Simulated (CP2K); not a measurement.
Crystal: BaTe.

```
Ba Te
1.0
     4.82247    0.00000    0.00000
     2.41123    4.17638    0.00000
     2.41123    1.39213    3.93753
Ba Te
1 1
Direct
  0.00000 0.00000 0.00000
  0.50000 0.50000 0.50000
```

Base run:

- Program: CP2K 2026.2
- Functional: LDA
- Potentials or basis: POTENTIAL_UZH Ba GTH-PBE-q10, Te GTH-PBE-q6; TZVP-MOLOPT-PBE-GTH basis
- Density cutoff: 9184 eV
- k mesh: 7 × 7 × 7
- Occupations: fermi-dirac, width 0.05 eV
- Spin: no spin polarisation

Its results: band gap on the k mesh 1.16 eV, indirect (least direct gap 1.53 eV); pressure 2.1 GPa.

**Question.** After a change of settings the same cell gave: band gap on the k mesh 1.82 eV, indirect (least direct gap 2.20 eV); pressure 4.7 GPa. Which change was it?
A. functional from LDA to OLYP
B. functional from LDA to revPBE
C. functional from LDA to PW91
D. functional from LDA to MS2

**Answer.** D.

MS2 gives the wider gap, since meta-GGAs in the generalised Kohn-Sham scheme recover part of the derivative discontinuity.

Caveats: the potentials were made for another functional, which shifts forces and pressure; spin-orbit coupling is left out, which moves the levels of the heavy elements; an odd mesh through Γ misses points on the zone boundary, where band edges often lie; the basis of atomic orbitals isn't converged, which shifts pressures, moduli and gaps.

Runs at the PBE level aren't shown here.
